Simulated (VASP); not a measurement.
A run of VASP 6.6.1:

INCAR

```
PREC = Accurate ; ENCUT = 520
EDIFF = 1E-6 ; ISMEAR = 0
SIGMA = 0.1 ; LREAL = F
LASPH = T ; NELM = 100
ALGO = Normal ; ISIF = 2
LWAVE = F ; LCHARG = T
GGA = PE ; LELF = T
LVHAR = T ; NBANDS = 31
```

File KPOINTS:

```
Automatic mesh
0
Gamma
  4 4 6
```

The input POSCAR:

```
HfO2
1.0
    4.8135329900      0.0000000000      0.0000000000
    0.0000000000      4.8135329900      0.0000000000
    0.0000000000      0.0000000000      3.2054154100
Hf O
2 4
Direct
    0.0000000000      0.0000000000      0.0000000000
    0.5000000000      0.5000000000      0.5000000000
    0.1949551200      0.8050448800      0.5000000000
    0.3050448800      0.3050448800      0.0000000000
    0.6949551200      0.6949551200      0.0000000000
    0.8050448800      0.1949551200      0.5000000000
```

Potentials or basis: VASP PAW PBE potentials, release 64 (Hf_pv, O).

Launch:

```console
$ cat potpaw_PBE.64/Hf_pv/POTCAR potpaw_PBE.64/O/POTCAR > POTCAR
$ mpirun -np 1 vasp_std > vasp.out
```

Hardware: 1 thread of Intel(R) Xeon(R) Platinum 8375C CPU @ 2.90GHz (Ice Lake) (shared host).

Problem. Estimate the wall time of this run.

Solution. Run time: 27 s on 1 thread of Intel(R) Xeon(R) Platinum 8375C CPU @ 2.90GHz (Ice Lake), with other jobs on the host, peak memory 0.2 GiB. Counts: scf iterations 14, k points 24.
